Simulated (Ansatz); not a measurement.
A run of Ansatz 0.2.0 is set up as follows.

Contents of input.yaml:

```yaml
crystal:
  lattice:
    - [0.0, 2.0859016414, 2.0859016414]
    - [2.0859016414, 0.0, 2.0859016414]
    - [2.0859016414, 2.0859016414, 0.0]
  atoms:
    - { symbol: Ni, position: [0.0, 0.0, 0.0], spin: 1.0 }
    - { symbol: O, position: [0.5, 0.5, 0.5] }
kpoints:
  mp_grid: { grid: [8, 8, 8] }
scf:
  occupations: { method: fermi_dirac, width: 0.05 }
hamiltonian:
  xc: pbe
  pseudopotentials: { kind: all_electron, lapw: { basis_error: 0.001 } }
magnetization:
  spin_polarized: true
output:
  forces: true
  stress: true
elastic:
  mode: relaxed_ion
  stencil: two_point
```

Potentials or basis: all-electron LAPW, scalar-relativistic.

The run is started by

```console
$ ansatz run input.yaml --threads 2 --pin off --max-ram 6144MiB --backend cpu --events-out ev --progress --plain --runs-dir out
```

Problem. Estimate the elastic constants C11, C12, C44.

Solution. 313, 157, 58 GPa.

Problem. Predict the Voigt bulk modulus.

Solution. 209 GPa.

Problem. Predict the absolute moment.

Solution. 1.84 μB per cell.

Problem. What does it give for the net moment?

Solution. 1.83 μB per cell.

Elastic tensor in Voigt notation (GPa, in the Cartesian axes of the cell as first typed):
```
313 157 157   0   0   0
157 313 157   0   0   0
157 157 313   0   0   0
  0   0   0  58   0   0
  0   0   0   0  58   0
  0   0   0   0   0  58
```

Caveat: the k mesh is thin for a metal, which can move the energy by tens of meV per atom; a metal's response needs a denser mesh; the cell is more than 3 GPa from zero pressure, which shifts response properties; elastic constants of metals need much finer meshes, so these are rough; a cell with one magnetic atom can't hold antiferromagnetic order, which such compounds often take; semilocal functionals often make such compounds metallic where correlation or magnetic order opens a gap, which also shifts bond lengths.

**Experimental background.**

“Local correlations, non-local screening, multiplets, and band formation in NiO”, 2012, arxiv:1210.6675 quotes, for a bulk crystal of NiO: band gap 4.3 eV.

A measured gap of NiO is 4.3 eV (quoted in “Local correlations, non-local screening, multiplets, and band formation in NiO”, 2012, arxiv:1210.6675); the calculated 0.00 eV misses it by -4.30 eV. So large a miss can be the level of theory's own, or it may mean another phase, state or a wrong row. The value is that of PBE on a finite k mesh, which can miss the band edges, without temperature or zero-point motion. Semilocal functionals fall short of measured gaps as a rule. The run's magnetic order (collinear spin, ferromagnetic start) needn't be the measured crystal's.
